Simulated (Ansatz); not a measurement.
**Bi: stress in a strained cell**

Bi is deformed so: equal xy, yz and zx engineering shear strains of +1 %. What stress and forces result, by LAPW, PAW and all-electron datasets made for the crystal?

Method: DFT PBE, scalar-relativistic, in Ansatz 0.2.0.

## Step 1: The starting structure

Symmetry: C2/m, No. 12, monoclinic system. The conventional cell has a = 6.673 Å, b = 6.111 Å, c = 3.300 Å, α = 90.00°, β = 110.41°, γ = 90.00°. Around Bi (site symmetry m) lie 6 Bi at 3.15 to 3.31 Å.

Structure file:

```cif
data_structure
_symmetry_space_group_name_H-M 'P 1'
_symmetry_Int_Tables_number 1
_cell_length_a 4.5240
_cell_length_b 4.5240
_cell_length_c 3.3001
_cell_angle_alpha 104.904
_cell_angle_beta 104.904
_cell_angle_gamma 84.968
_cell_volume 63.06
loop_
_atom_site_label
_atom_site_type_symbol
_atom_site_fract_x
_atom_site_fract_y
_atom_site_fract_z
_atom_site_occupancy
Bi1 Bi 0.25180 0.25180 0.14900 1
Bi2 Bi 0.74820 0.74820 0.85100 1
```

Atoms are numbered in the order of the input: Bi1, Bi2.

## Step 2: The deformed structure

Space group C2/m before, P-1 after.

## Step 3: Full-potential LAPW

File input.yaml:

```yaml
crystal:
  lattice:
    - [3.321003, -3.0387186, 0.0014044]
    - [3.351557, 3.0720814, 0.0319584]
    - [-1.13551545, 0.00970965, 3.0871551]
  atoms:
    - { symbol: Bi, position: [0.2518, 0.2518, 0.149] }
    - { symbol: Bi, position: [0.7482, 0.7482, 0.851] }
kpoints:
  mp_grid: { grid: [8, 8, 11] }
  band_path:
    path:
      - [0.0, 0.0, 0.0]
      - [0.0, 0.5, 0.0]
      - [0.5, 0.0, 0.0]
      - [0.0, 0.0, 0.0]
      - [0.0, 0.0, -0.5]
      - [0.5, 0.5, -0.5]
      - [0.0, 0.0, 0.0]
      - [0.5, 0.0, -0.5]
      - [0.0, 0.5, -0.5]
    npoints: 5
scf:
  occupations: { method: fermi_dirac, width: 0.05 }
hamiltonian:
  xc: pbe
  pseudopotentials: { kind: all_electron, lapw: { basis_error: 0.00025 } }
output:
  forces: true
  stress: true
  eigenvalues: true
```

On the command line:

```console
$ ansatz run input.yaml --threads 1 --pin off --max-ram 3072MiB --backend cpu --events-out ev --progress --plain --runs-dir out
```

## Step 4: PAW on the default files

File input.yaml:

```yaml
crystal:
  lattice:
    - [3.321003, -3.0387186, 0.0014044]
    - [3.351557, 3.0720814, 0.0319584]
    - [-1.13551545, 0.00970965, 3.0871551]
  atoms:
    - { symbol: Bi, position: [0.2518, 0.2518, 0.149] }
    - { symbol: Bi, position: [0.7482, 0.7482, 0.851] }
kpoints:
  mp_grid: { grid: [8, 8, 11] }
scf:
  occupations: { method: fermi_dirac, width: 0.05 }
hamiltonian:
  xc: pbe
  pseudopotentials: { kind: paw }
output:
  forces: true
  stress: true
  eigenvalues: true
  efg: { contact_densities: true }
```

## Step 5: Datasets made for this crystal

Edit input.yaml of step 4 so:

```diff
@@ -14,3 +14,3 @@
   xc: pbe
-  pseudopotentials: { kind: paw }
+  pseudopotentials: { kind: all_electron, datasets: crystal }
 output:
```

(Steps that only read results are left out.)

Before running it: what results should come out? Wanted: pressure; largest shear or deviatoric stress.

As calculated:

```
                                 quantity                                           value
                                 pressure  LAPW 4.09, PAW 4.07, crystal datasets 4.09 GPa
largest shear or deviatoric stress (LAPW)                                        0.82 GPa
```

The largest part of the stress beyond the pressure is 0.82 GPa in size, in the yy component; the atoms are carried along and not relaxed. No run of the undeformed cell stands beside it, so the pressure holds what the given cell had before the change. PAW: stress within 0.02 GPa of LAPW, forces within 1 meV/Å. Crystal datasets: stress within 0.01 GPa of LAPW, forces within 1 meV/Å. Spin-orbit coupling is left out, though the cell holds Bi; in elements this heavy it can shift bands and gaps by tenths of an eV.
